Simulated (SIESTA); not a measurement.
La2O3:

```
La O
1.0
     3.93078    0.00000    0.00000
    -1.96539    3.40415    0.00000
     0.00000    0.00000    6.11195
La O
2 3
Direct
  0.33333 0.66667 0.24624
  0.66667 0.33333 0.75376
  0.00000 0.00000 0.00000
  0.33333 0.66667 0.64589
  0.66667 0.33333 0.35411
```

The cell is a database's computed one.

Base run:

```yaml
Program: SIESTA 5.4.2
Functional: LDA
Potentials_or_basis: PseudoDojo 0.4 standard (PBE and LDA files)
Basis: DZP (energy shift 0.003 Ry; two zetas on semicore shells)
Grid_cutoff: 800 Ry
Energy_shift: 0.003 Ry
k_mesh: 8 × 8 × 5
Occupations: fermi-dirac, width 0.05 eV
Spin: no spin polarisation
```

Its results: band gap on the k mesh 3.68 eV, indirect (least direct gap 3.86 eV); pressure 0.8 GPa; largest force 0.220 eV/Å.

Problem. The run is repeated on the same cell with these changes: functional from LDA to PBE; potentials or basis from PseudoDojo 0.4 standard (PBE and LDA files) to PseudoDojo 0.4 standard (PBE files). What comes out?

Solution. Band gap on the k mesh 3.81 eV, indirect (least direct gap 4.02 eV); pressure 8.7 GPa; largest force 0.381 eV/Å.

Caveats: spin-orbit coupling is left out, which moves the levels of the heavy elements; the mesh misses the band edges, which the band path finds closer together; the basis of atomic orbitals isn't converged, which shifts pressures, moduli and gaps; the potentials were made for another functional, which shifts forces and pressure (some runs).
